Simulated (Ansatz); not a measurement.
**Molybdenum, bcc under PBE: from relaxation to bulk modulus**

The plan for molybdenum in the bcc structure: relax it, solve it on a dense k-mesh, switch on spin-orbit coupling, then scale the cell to 7 volumes from 88 to 112 % of the relaxed one and try a fit of the equation of state. The k-meshes are 14×14×14 for the relaxation; 23×23×23 for the dense run; 14×14×14 for spin-orbit coupling; 23×23×23 for the volumes. The starting cell is the deposited one, from the Crystallography Open Database.

Program: Ansatz 0.2.0. Level of theory: DFT PBE, plane waves (420 eV) with PAW, scalar-relativistic. These are calculated values, not measurements.

## 1. The structure to begin with

It takes space group Im-3m (No. 229, cubic). Conventional cell: a = 3.147 Å, b = 3.147 Å, c = 3.147 Å, α = 90.00°, β = 90.00°, γ = 90.00°. Mo (site symmetry m-3m) is surrounded by 8 Mo at 2.73 Å.

Coordinates:

```
CELL_PARAMETERS angstrom
-1.57365 1.57365 1.57365
1.57365 -1.57365 1.57365
1.57365 1.57365 -1.57365
ATOMIC_POSITIONS crystal
Mo 0.00000 0.00000 0.00000
```

## 2. Relaxing cell and atoms

Contents of input.yaml:

```yaml
crystal:
  lattice:
    - [-1.57365, 1.57365, 1.57365]
    - [1.57365, -1.57365, 1.57365]
    - [1.57365, 1.57365, -1.57365]
  atoms:
    - { symbol: Mo, position: [0.0, 0.0, 0.0] }
hamiltonian:
  xc: pbe
  pseudopotentials:
    kind: paw
    azcp:
      Mo: "pseudopotentials/Mo.paw.azcp"
basis:
  ecutwfc: 420
  fft_grid_basis: typed
kpoints:
  mp_grid: { grid: [14, 14, 14], shift: [0, 0, 0] }
magnetization:
  spin_polarized: false
scf:
  occupations: { method: fermi_dirac, width: 0.1 }
relax:
  max_steps: 60
  f_tol: 0.01
  cell: {}
```

Log:

```text
Engine: ansatz 0.2.0, x86_64-unknown-linux-gnu
Pseudopotentials: kind: paw
Pseudopotential: Mo, paw, valence charge 14, recommended cutoff 420 eV (normal), <dir>
Functional definition: PBE
  parameter kappa = 0.804
  parameter beta = 0.06672455060314922
  exchange = pbe_x(kappa = kappa, mu = beta*pi^2/3)
  correlation = pbe_c(beta = beta)
Crystal: 1 atoms, lattice volume = 15.588 Å³
Basis set: ecut = 420 eV, 321 PW (Γ), exchange–correlation on 40×40×40 points (8 copies of the dense FFT grid, shifted against one another)
Bands: 11, of which v1, the nominal top of the filled ones, is band 7 counted from 1 (6 counted from 0)
Symmetry: 48 space group operations
Space group: Im-3m (ITA 229), of the structure as read, at distance tolerance 2.5e-5 Å
k-points: 104 of 2744
Non-local potential: Mo, projectors of the file, l = 0: 3, l = 1: 2, l = 2: 2, l = 3: 1
PAW form: soft (Blöchl's): semilocal exchange-correlation on the pseudo side does not see the compensation charge
PAW one-centre angular grid: Mo, 590 points (default); XC on 64 Gauss nodes
Initial density: superposition of atomic densities (neutral atoms: chi_scale 0, normalization atom), corrected by the library's trained network
Initial wavefunctions: pseudopotential atomic-orbital guess
Functional: x = pbe(κ = 0.804, μ = 0.2195149727645171), c = pbe(β = 0.06672455060314922)
SCF iter   1: F=—  HF=-4956.022142 eV  |F-HF|=—  |Δ(HF+E_count)|=         —  Δρ=3.66e-3  dr2=1.12e-3  ethr=1.77e-3  ⟨swp⟩=5.0  Hψ=6652  notcnv=0
preconditioner: auto → none  [metal: Δε(μ)=0.005 eV  Ē_g=8.341 eV  σ=0.100 eV  W_gap=0.01  n_scr=0 (ndim 8)  ℏωp=23.0 eV  f_vac=0.000  D(μ)=0.91/eV (n_scr^D=12)]
SCF iter   2: F=—  HF=-4956.021989 eV  |F-HF|=—  |Δ(HF+E_count)|=   1.53e-4  Δρ=1.73e-3  dr2=1.78e-4  ethr=7.97e-6  ⟨swp⟩=2.0  Hψ=2293  notcnv=0
SCF iter   3: F=—  HF=-4956.021988 eV  |F-HF|=—  |Δ(HF+E_count)|=   3.30e-7  Δρ=3.81e-4  dr2=1.48e-5  ethr=1.27e-6  ⟨swp⟩=2.0  Hψ=1840  notcnv=0
SCF iter   4: F=—  HF=-4956.021987 eV  |F-HF|=—  |Δ(HF+E_count)|=   1.58e-6  Δρ=5.35e-5  dr2=1.52e-7  ethr=1.06e-7  ⟨swp⟩=2.1  Hψ=1431  notcnv=0
iter 5 did not close the SCF: its close was put off for the readings that it lacked (scf_convergence_deferred on its scf_iter line)
SCF iter   5: F=-4956.021987 eV  HF=-4956.021987 eV  |F-HF|=3.45e-8  |Δ(HF+E_count)|=   3.84e-8  Δρ=2.66e-5  dr2=4.52e-8  ethr=1.08e-9  ⟨swp⟩=2.0  Hψ=1877  notcnv=0
SCF iter   6: F=-4956.021987 eV  HF=-4956.021987 eV  |F-HF|=3.40e-9  |Δ(HF+E_count)|=   1.77e-8  Δρ=9.13e-6  dr2=4.68e-9  ethr=3.23e-10  ⟨swp⟩=2.0  Hψ=3929  notcnv=0
SCF 1 converged in 6 iterations: F = -4956.021987 eV  dr2 = 4.68e-9
relax step   1: F+E_penalty+E_count = -4956.02198668 eV  Δ(F+E_penalty+E_count) = +0.000e0 eV  max|allowed force component| = 0.000e0 eV/Å  Δτ_max = 0.0000 Å  P = +3.928 GPa  Ω = 15.588 Å³  (6 SCF iters, dr2 threshold 1.00e-7 eV, accepted)
Crystal: 1 atoms, lattice volume = 16.271 Å³
Initial density: handed on by an earlier stage of this run
Initial wavefunctions: those handed on with the density
iter 1 solved again at ethr=2.60e-6 eV; its pass at ethr=3.10e-3 eV (dr2=3.64e-4 eV) is discarded
SCF iter   1: F=—  HF=-4956.014429 eV  |F-HF|=—  |Δ(HF+E_count)|=         —  Δρ=2.47e-3  dr2=3.87e-4  ethr=2.60e-6  ⟨swp⟩=2.5  Hψ=8593  notcnv=0
preconditioner: auto → none  [metal: Δε(μ)=0.021 eV  Ē_g=7.976 eV  σ=0.100 eV  W_gap=0.05  n_scr=0 (ndim 8)  ℏωp=22.5 eV  f_vac=0.000  D(μ)=0.88/eV (n_scr^D=12)]
SCF iter   2: F=—  HF=-4956.014567 eV  |F-HF|=—  |Δ(HF+E_count)|=   1.38e-4  Δρ=1.26e-3  dr2=8.63e-5  ethr=2.60e-6  ⟨swp⟩=1.0  Hψ=1144  notcnv=0
SCF iter   3: F=—  HF=-4956.014625 eV  |F-HF|=—  |Δ(HF+E_count)|=   5.80e-5  Δρ=1.95e-4  dr2=6.12e-6  ethr=6.16e-7  ⟨swp⟩=2.0  Hψ=1765  notcnv=0
SCF iter   4: F=-4956.014623 eV  HF=-4956.014623 eV  |F-HF|=1.50e-8  |Δ(HF+E_count)|=   2.10e-6  Δρ=3.80e-5  dr2=6.23e-8  ethr=7.14e-10  ⟨swp⟩=3.1  Hψ=4714  notcnv=0
SCF 2 converged in 4 iterations: F = -4956.014623 eV  dr2 = 6.23e-8
relax step   2: F+E_penalty+E_count = -4956.01462263 eV  Δ(F+E_penalty+E_count) = +7.364e-3 eV  max|allowed force component| = 0.000e0 eV/Å  Δτ_max = 0.0000 Å  P = -6.887 GPa  Ω = 16.271 Å³  energy of the carried Pulay correction = -2.034e-4 eV  (4 SCF iters, dr2 threshold 1.00e-7 eV, rejected (line search))
Crystal: 1 atoms, lattice volume = 15.829 Å³
iter 1 solved again at ethr=1.18e-6 eV; its pass at ethr=3.10e-3 eV (dr2=1.66e-4 eV) is discarded
SCF iter   1: F=—  HF=-4956.024637 eV  |F-HF|=—  |Δ(HF+E_count)|=         —  Δρ=1.59e-3  dr2=1.60e-4  ethr=1.18e-6  ⟨swp⟩=1.7  Hψ=8340  notcnv=0
preconditioner: auto → none  [metal: Δε(μ)=0.008 eV  Ē_g=8.211 eV  σ=0.100 eV  W_gap=0.02  n_scr=0 (ndim 8)  ℏωp=22.9 eV  f_vac=0.000  D(μ)=0.90/eV (n_scr^D=12)]
SCF iter   2: F=—  HF=-4956.024685 eV  |F-HF|=—  |Δ(HF+E_count)|=   4.78e-5  Δρ=8.09e-4  dr2=3.45e-5  ethr=1.14e-6  ⟨swp⟩=1.0  Hψ=1144  notcnv=0
SCF iter   3: F=—  HF=-4956.024706 eV  |F-HF|=—  |Δ(HF+E_count)|=   2.10e-5  Δρ=1.27e-4  dr2=2.45e-6  ethr=2.46e-7  ⟨swp⟩=2.0  Hψ=1742  notcnv=0
SCF iter   4: F=—  HF=-4956.024705 eV  |F-HF|=—  |Δ(HF+E_count)|=   7.97e-8  Δρ=2.43e-5  dr2=2.32e-8  ethr=1.75e-8  ⟨swp⟩=2.1  Hψ=1714  notcnv=0
SCF iter   5: F=—  HF=-4956.024705 eV  |F-HF|=—  |Δ(HF+E_count)|=   7.64e-7  Δρ=2.97e-6  dr2=1.14e-9  ethr=1.66e-10  ⟨swp⟩=2.3  Hψ=1881  notcnv=0
SCF iter   6: F=-4956.024705 eV  HF=-4956.024705 eV  |F-HF|=9.09e-13  |Δ(HF+E_count)|=  4.96e-10  Δρ=1.13e-7  dr2=1.18e-12  ethr=1.00e-12  ⟨swp⟩=4.0  Hψ=5448  notcnv=0
SCF 3 converged in 6 iterations: F = -4956.024705 eV  dr2 = 1.18e-12
relax step   3: F+E_penalty+E_count = -4956.02470471 eV  Δ(F+E_penalty+E_count) = -2.718e-3 eV  max|allowed force component| = 0.000e0 eV/Å  Δτ_max = 0.0000 Å  P = -0.171 GPa  Ω = 15.829 Å³  energy of the carried Pulay correction = -7.287e-5 eV  (6 SCF iters, accepted)
Crystal: 1 atoms, lattice volume = 15.819 Å³
iter 1 solved again at ethr=7.64e-10 eV; its pass at ethr=3.10e-3 eV (dr2=1.07e-7 eV) is discarded
SCF iter   1: F=—  HF=-4956.024713 eV  |F-HF|=—  |Δ(HF+E_count)|=         —  Δρ=3.83e-5  dr2=8.60e-8  ethr=7.64e-10  ⟨swp⟩=2.2  Hψ=7905  notcnv=0
preconditioner: auto → none  [metal: Δε(μ)=0.008 eV  Ē_g=8.216 eV  σ=0.100 eV  W_gap=0.02  n_scr=0 (ndim 8)  ℏωp=22.9 eV  f_vac=0.000  D(μ)=0.90/eV (n_scr^D=12)]
SCF iter   2: F=-4956.024713 eV  HF=-4956.024713 eV  |F-HF|=1.26e-8  |Δ(HF+E_count)|=   6.88e-8  Δρ=1.96e-5  dr2=1.99e-8  ethr=5.20e-10  ⟨swp⟩=2.2  Hψ=3469  notcnv=0
SCF 4 converged in 2 iterations: F = -4956.024713 eV  dr2 = 1.99e-8
relax step   4: F+E_penalty+E_count = -4956.02471344 eV  Δ(F+E_penalty+E_count) = -8.725e-6 eV  max|allowed force component| = 0.000e0 eV/Å  Δτ_max = 0.0000 Å  P = +0.003 GPa  Ω = 15.819 Å³  energy of the carried Pulay correction = -6.970e-5 eV  (2 SCF iters, dr2 threshold 7.28e-8 eV, accepted)
Initial wavefunctions: pseudopotential atomic-orbital guess (no wavefunctions were taken with the density)
iter 1 solved again at ethr=2.67e-8 eV; its pass at ethr=3.10e-3 eV (dr2=3.74e-6 eV) is discarded
SCF iter   1: F=—  HF=-4956.024781 eV  |F-HF|=—  |Δ(HF+E_count)|=         —  Δρ=4.47e-5  dr2=4.72e-8  ethr=2.67e-8  ⟨swp⟩=3.3  Hψ=10081  notcnv=0
SCF iter   2: F=—  HF=-4956.024782 eV  |F-HF|=—  |Δ(HF+E_count)|=   7.82e-7  Δρ=2.25e-5  dr2=1.19e-8  ethr=3.37e-10  ⟨swp⟩=1.5  Hψ=1460  notcnv=0
SCF iter   3: F=—  HF=-4956.024782 eV  |F-HF|=—  |Δ(HF+E_count)|=   1.34e-8  Δρ=1.80e-6  dr2=5.44e-10  ethr=8.52e-11  ⟨swp⟩=2.1  Hψ=1863  notcnv=0
SCF iter   4: F=-4956.024782 eV  HF=-4956.024782 eV  |F-HF|=0.00e0  |Δ(HF+E_count)|=  1.92e-10  Δρ=3.68e-7  dr2=6.70e-12  ethr=1.00e-12  ⟨swp⟩=4.0  Hψ=5366  notcnv=0
SCF 5 converged in 4 iterations: F = -4956.024782 eV  dr2 = 6.70e-12
relax step   5: F+E_penalty+E_count = -4956.02478195 eV  Δ(F+E_penalty+E_count) = -6.851e-5 eV  max|allowed force component| = 0.000e0 eV/Å  Δτ_max = 0.0000 Å  P = -0.000 GPa  Ω = 15.819 Å³  stress off target by 4.01e-4 GPa  SCF on the basis re-selected at this cell (its energy is not comparable with the rows above)  (4 SCF iters)
basis re-selected at this cell: Δ(F+E_penalty+E_count) = -6.851e-5 eV, ΔP = -0.003 GPa vs the last step (what re-selecting the basis moved, of the pressure what is left beyond the Pulay correction that the steps carried, after the strain that the cell walked since its last selection, with what the two solves' SCF thresholds leave and, on support functions, any second-order correction that the steps lacked; it is no measure of the basis error at this ecutwfc). This SCF's stress stands 4.01e-4 GPa from its target on what of the cell is left free (relax.cell.stress_tol is 5.00e-2 GPa) and its largest allowed force component is 0.00e0 eV/Å (relax.f_tol is 1.00e-2 eV/Å): within both
SCF converged after 4 iterations
Free energy (F): -4956.024782 eV
Harris-Foulkes:  -4956.024782 eV  (|F-HF|=0.00e0)
Internal energy: -4955.996610 eV  (E = F + TS)
E sigma→0 (E₀):  -4956.010696 eV
Entropy (-TS):   -0.028172 eV (-28.172 meV/atom)
Fermi energy:    20.836917 eV
--- Per-component energies (eV) ---
  E_band       = -58.816696
  E_kinetic    = 440.510611
  E_local      = -792.200853  (includes V_loc(G=0)·N_el)
  E_nonlocal   = 142.497921
  E_hartree    = 261.569285
  E_xc         = -183.457766
  E_vxc        = -228.966135  (∫ρ·V_xc dr)
  E_paw        = -3201.156295  (= ΣΔE_a)
  E_vpaw       = -143.796835  (= ΣTr[D̂ρ^β])
  E_aug_tail   = 0.000042  (compensation charges beyond the density's cutoff)
  E_ewald      = -1623.759555
  E_smearing   = -0.028172  (= −TS)
  E_closure    = 0.000000  (closes the sum)
  Σ components = -4956.024782   (vs F -4956.024782, Δ=0.00e0)
--- Forces (eV/Å), atoms counted from 1 ---
  atom   1  Mo    -0.00000000     0.00000000    -0.00000000
  max |Σ_I F_I| component: 1.29e-31 eV/Å
--- Stress (GPa, compression-positive) ---
       -0.000401       0.000000      -0.000000
       -0.000000      -0.000401      -0.000000
        0.000000      -0.000000      -0.000401
  P = ⅓ Tr σ = -0.0004 GPa (-0.004 kbar)
--- Relaxed structure (4 steps of the walk, 3 accepted, 1 SCFs on fresh bases) ---
  F+E_penalty+E_count = -4956.02478195 eV   max|allowed force component| = 0.000e0 eV/Å   (the final SCF, on the basis selected at the relaxed cell)
  cell:  # Å, volume = 15.8186 Å³
    - [-1.581379394973445, 1.581379394973445, 1.581379394973445]
    - [1.581379394973445, -1.581379394973445, 1.581379394973445]
    - [1.581379394973445, 1.581379394973445, -1.581379394973445]
  atoms:
    - { symbol: Mo, position: [0.0, 0.0, 0.0] }
```

Run time: 8.7 s. Hardware: 1 thread of an x86-64 CPU, shared host; peak memory 0.5 GiB.

The steps of the relaxation:

```csv
step,energy change (meV/atom),largest force (eV/Å),pressure (GPa),volume (Å³/atom),accepted
1,0.00,0.0000,3.93,15.588,yes
2,7.36,0.0000,-6.89,16.271,no
3,-2.72,0.0000,-0.17,15.829,yes
4,-2.73,0.0000,0.00,15.819,yes
5,-2.80,0.0000,0.00,15.819,yes
```

Steps that repeat a cell are solved on a basis chosen anew, so their changes of energy are no gain of the relaxation.

The cell of the run, before and after:

|  | before | after | change |
| --- | --- | --- | --- |
| a (Å) | 2.726 | 2.739 | +0.5 % |
| b (Å) | 2.726 | 2.739 | +0.5 % |
| c (Å) | 2.726 | 2.739 | +0.5 % |
| volume (Å³/atom) | 15.588 | 15.819 | +1.5 % |
| shortest distance (Å) | 2.726 | 2.739 | +0.5 % |
| space group (spins left aside) | Im-3m | Im-3m | same |

## 3. Dense single point

Contents of input.yaml:

```yaml
crystal:
  lattice:
    - [-1.581379395, 1.581379395, 1.581379395]
    - [1.581379395, -1.581379395, 1.581379395]
    - [1.581379395, 1.581379395, -1.581379395]
  atoms:
    - { symbol: Mo, position: [0.0, 0.0, 0.0] }
hamiltonian:
  xc: pbe
  pseudopotentials:
    kind: paw
    azcp:
      Mo: "pseudopotentials/Mo.paw.azcp"
basis:
  ecutwfc: 420
  fft_grid_basis: typed
kpoints:
  mp_grid: { grid: [23, 23, 23], shift: [0, 0, 0] }
magnetization:
  spin_polarized: false
scf:
  occupations: { method: fermi_dirac, width: 0.1 }
```

Log (excerpt; [...] marks lines left out):

```text
[...]
[... 3 set-up lines as earlier in the session ...]
[...]
Crystal: 1 atoms, lattice volume = 15.819 Å³
Basis set: ecut = 420 eV, 321 PW (Γ)
Bands: 11, of which v1, the nominal top of the filled ones, is band 7 counted from 1 (6 counted from 0)
[... 2 set-up lines as earlier in the session ...]
k-points: 364 of 12167
[...]
SCF iter   1: F=—  HF=-4956.033321 eV  |F-HF|=—  |Δ(HF+E_count)|=         —  Δρ=2.69e-3  dr2=6.33e-4  ethr=1.77e-3  ⟨swp⟩=5.0  Hψ=23302  notcnv=0
[...]
SCF iter   6: F=-4956.033277 eV  HF=-4956.033277 eV  |F-HF|=4.14e-9  |Δ(HF+E_count)|=   1.82e-8  Δρ=1.01e-5  dr2=5.74e-9  ethr=3.46e-10  ⟨swp⟩=1.0  Hψ=12051  notcnv=0
[...]
SCF converged after 6 iterations
Free energy (F): -4956.033277 eV
[...]
E sigma→0 (E₀):  -4956.023502 eV
Entropy (-TS):   -0.019549 eV (-19.549 meV/atom)
Fermi energy:    20.810378 eV
[...]
```

Run time: 3.3 s. Hardware: 1 thread of an x86-64 CPU, shared host; peak memory 0.53 GiB.

## 4. With spin-orbit coupling

Edit input.yaml of step 3 so:

```diff
@@ -10,3 +10,3 @@
   pseudopotentials:
-    kind: paw
+    kind: paw_fr
     azcp:
@@ -17,5 +17,6 @@
 kpoints:
-  mp_grid: { grid: [23, 23, 23], shift: [0, 0, 0] }
+  mp_grid: { grid: [14, 14, 14], shift: [0, 0, 0] }
 magnetization:
-  spin_polarized: false
+  noncollinear: true
+  spin_orbit: true
 scf:
```

Log (excerpt; [...] marks lines left out):

```text
[...]
Pseudopotentials: kind: paw_fr
Pseudopotential: Mo, paw_fr, valence charge 14, recommended cutoff 420 eV (normal), <dir>
[... 1 set-up line as earlier in the session ...]
[...]
non-collinear run that drives no moment, with spin-orbit: no starting moment large enough to seed its density (crystal.atoms[].spin), no starting occupations that ask for one, no magnetisation constraint and no magnetic field, so the semilocal B_xc is pinned to zero
Crystal: 1 atoms, lattice volume = 15.819 Å³
Basis set: ecut = 420 eV, 321 PW (Γ)
Bands: 22, of which v1, the nominal top of the filled ones, is band 14 counted from 1 (13 counted from 0)
Symmetry: 48 space group operations + 48 with time reversal
Magnetic group: BNS 229.141 (UNI 1643), of the structure as read, at distance tolerance 2.5e-5 Å
k-points: 104 of 2744
Projection manifold: j_resolved (fully-relativistic pseudo-atomic orbitals)
[...]
SCF iter   1: F=—  HF=-4957.830516 eV  |F-HF|=—  |Δ(HF+E_count)|=         —  Δρ=1.06e-1  dr2=1.78e0  dr2_m=0.00e0 (ungated)  ethr=3.10e-3  |M|=0.00e0 ∫|m|=0.00e0 μB  |m|>n=0.0e0 m-floor=0.0e0 τ_xc=0.0e0  β_m=0.30  ⟨swp⟩=7.0  Hψ=6211  notcnv=0  defer=6
[...]
SCF iter   7: F=-4957.196464 eV  HF=-4957.196464 eV  |F-HF|=2.67e-9  |Δ(HF+E_count)|=   5.02e-8  Δρ=5.27e-6  dr2=3.90e-9  dr2_m=0.00e0 (ungated)  ethr=7.14e-10  |M|=0.00e0 ∫|m|=0.00e0 μB  |m|>n=0.0e0 m-floor=0.0e0 τ_xc=0.0e0  ⟨swp⟩=2.0  Hψ=2292  notcnv=0
[...]
SCF converged after 7 iterations
Magnetization: |M| = 0.0000 μB,  M = (+0.0000, +0.0000, +0.0000) μB
Absolute magnetization: 0.0000 μB (∫|m|)
  site 0: m = (+0.0000, +0.0000, +0.0000) μB, |m| = 0.0000 μB  (R = 1.13 Å)
Free energy (F): -4957.196464 eV
[...]
E sigma→0 (E₀):  -4957.182549 eV
Entropy (-TS):   -0.027830 eV (-27.830 meV/atom)
Fermi energy:    20.838968 eV
[...]
```

Wall time 7.2 s (1 thread of an x86-64 CPU, shared host); peak memory 0.48 GiB.

Side by side:

```csv
,scalar-relativistic,with spin-orbit coupling
k-mesh,23×23×23,14×14×14
gap on the mesh,none (levels filled in part),none (levels filled in part)
```

The meshes differ, so small differences between the columns need not come from spin-orbit coupling.

## 5. The cell scaled to 88 % of its volume

Contents of input.yaml:

```yaml
crystal:
  lattice:
    - [-1.5154105269, 1.5154105269, 1.5154105269]
    - [1.5154105269, -1.5154105269, 1.5154105269]
    - [1.5154105269, 1.5154105269, -1.5154105269]
  atoms:
    - { symbol: Mo, position: [0.0, 0.0, 0.0] }
hamiltonian:
  xc: pbe
  pseudopotentials:
    kind: paw
    azcp:
      Mo: "pseudopotentials/Mo.paw.azcp"
basis:
  ecutwfc: 420
  fft_grid_basis: typed
kpoints:
  mp_grid: { grid: [23, 23, 23], shift: [0, 0, 0] }
magnetization:
  spin_polarized: false
scf:
  occupations: { method: fermi_dirac, width: 0.1 }
output:
  stress: true
```

Log (excerpt; [...] marks lines left out):

```text
[...]
[... 3 set-up lines as earlier in the session ...]
[...]
Crystal: 1 atoms, lattice volume = 13.920 Å³
Basis set: ecut = 420 eV, 249 PW (Γ)
Bands: 11, of which v1, the nominal top of the filled ones, is band 7 counted from 1 (6 counted from 0)
[... 1 set-up line as earlier in the session ...]
Space group: Im-3m (ITA 229), of the structure as read, at distance tolerance 2.4e-5 Å
k-points: 364 of 12167
[...]
SCF iter   1: F=—  HF=-4955.810327 eV  |F-HF|=—  |Δ(HF+E_count)|=         —  Δρ=4.76e-3  dr2=9.66e-4  ethr=1.77e-3  ⟨swp⟩=5.0  Hψ=23448  notcnv=0
[...]
SCF iter   6: F=-4955.810293 eV  HF=-4955.810293 eV  |F-HF|=2.15e-9  |Δ(HF+E_count)|=   1.18e-8  Δρ=7.22e-6  dr2=2.92e-9  ethr=2.24e-10  ⟨swp⟩=2.0  Hψ=13970  notcnv=0
[...]
SCF converged after 6 iterations
Free energy (F): -4955.810293 eV
[...]
E sigma→0 (E₀):  -4955.800902 eV
Entropy (-TS):   -0.018780 eV (-18.780 meV/atom)
Fermi energy:    24.137240 eV
[...]
--- Stress (GPa, compression-positive) ---
       42.466656       0.000000      -0.000000
       -0.000000      42.466656       0.000000
        0.000000       0.000000      42.466656
  P = ⅓ Tr σ = 42.4667 GPa (424.667 kbar)
```

It took 3.7 s on 1 thread of an x86-64 CPU, shared host; peak memory 0.54 GiB.

## 6. The cell scaled to 92 % of its volume

Edit input.yaml of step 5 so:

```diff
@@ -2,5 +2,5 @@
   lattice:
-    - [-1.5154105269, 1.5154105269, 1.5154105269]
-    - [1.5154105269, -1.5154105269, 1.5154105269]
-    - [1.5154105269, 1.5154105269, -1.5154105269]
+    - [-1.5380319296, 1.5380319296, 1.5380319296]
+    - [1.5380319296, -1.5380319296, 1.5380319296]
+    - [1.5380319296, 1.5380319296, -1.5380319296]
   atoms:
```

Log (excerpt; [...] marks lines left out):

```text
[...]
[... 3 set-up lines as earlier in the session ...]
[...]
Crystal: 1 atoms, lattice volume = 14.553 Å³
Basis set: ecut = 420 eV, 321 PW (Γ)
Bands: 11, of which v1, the nominal top of the filled ones, is band 7 counted from 1 (6 counted from 0)
[... 2 set-up lines as earlier in the session ...]
k-points: 364 of 12167
[...]
SCF iter   1: F=—  HF=-4955.942693 eV  |F-HF|=—  |Δ(HF+E_count)|=         —  Δρ=4.01e-3  dr2=8.40e-4  ethr=1.77e-3  ⟨swp⟩=5.0  Hψ=23368  notcnv=0
[...]
SCF iter   6: F=-4955.942604 eV  HF=-4955.942604 eV  |F-HF|=8.01e-10  |Δ(HF+E_count)|=   5.48e-9  Δρ=5.64e-6  dr2=1.38e-9  ethr=1.16e-10  ⟨swp⟩=1.3  Hψ=12312  notcnv=0
[...]
SCF converged after 6 iterations
Free energy (F): -4955.942604 eV
[...]
E sigma→0 (E₀):  -4955.933104 eV
Entropy (-TS):   -0.019000 eV (-19.000 meV/atom)
Fermi energy:    22.933134 eV
[...]
--- Stress (GPa, compression-positive) ---
       25.136062       0.000000       0.000000
       -0.000000      25.136062       0.000000
       -0.000000      -0.000000      25.136062
  P = ⅓ Tr σ = 25.1361 GPa (251.361 kbar)
```

Wall time 3.6 s (1 thread of an x86-64 CPU, shared host); peak memory 0.54 GiB.

## 7. The cell scaled to 96 % of its volume

Edit input.yaml of step 6 so:

```diff
@@ -2,5 +2,5 @@
   lattice:
-    - [-1.5380319296, 1.5380319296, 1.5380319296]
-    - [1.5380319296, -1.5380319296, 1.5380319296]
-    - [1.5380319296, 1.5380319296, -1.5380319296]
+    - [-1.5600067832, 1.5600067832, 1.5600067832]
+    - [1.5600067832, -1.5600067832, 1.5600067832]
+    - [1.5600067832, 1.5600067832, -1.5600067832]
   atoms:
```

Log (excerpt; [...] marks lines left out):

```text
[...]
[... 3 set-up lines as earlier in the session ...]
[...]
Crystal: 1 atoms, lattice volume = 15.186 Å³
Basis set: ecut = 420 eV, 321 PW (Γ)
Bands: 11, of which v1, the nominal top of the filled ones, is band 7 counted from 1 (6 counted from 0)
[... 2 set-up lines as earlier in the session ...]
k-points: 364 of 12167
[...]
SCF iter   1: F=—  HF=-4956.013180 eV  |F-HF|=—  |Δ(HF+E_count)|=         —  Δρ=3.34e-3  dr2=7.44e-4  ethr=1.77e-3  ⟨swp⟩=5.0  Hψ=23382  notcnv=0
[...]
SCF iter   6: F=-4956.013086 eV  HF=-4956.013086 eV  |F-HF|=2.16e-9  |Δ(HF+E_count)|=   1.14e-8  Δρ=8.03e-6  dr2=3.22e-9  ethr=2.19e-10  ⟨swp⟩=2.0  Hψ=13131  notcnv=0
[...]
SCF converged after 6 iterations
Free energy (F): -4956.013086 eV
[...]
E sigma→0 (E₀):  -4956.003483 eV
Entropy (-TS):   -0.019206 eV (-19.206 meV/atom)
Fermi energy:    21.828059 eV
[...]
--- Stress (GPa, compression-positive) ---
       11.041207      -0.000000       0.000000
       -0.000000      11.041207       0.000000
       -0.000000       0.000000      11.041207
  P = ⅓ Tr σ = 11.0412 GPa (110.412 kbar)
```

Wall time 5.7 s (1 thread of an x86-64 CPU, shared host); peak memory 0.54 GiB.

(Part 1 of 2 ends here.)
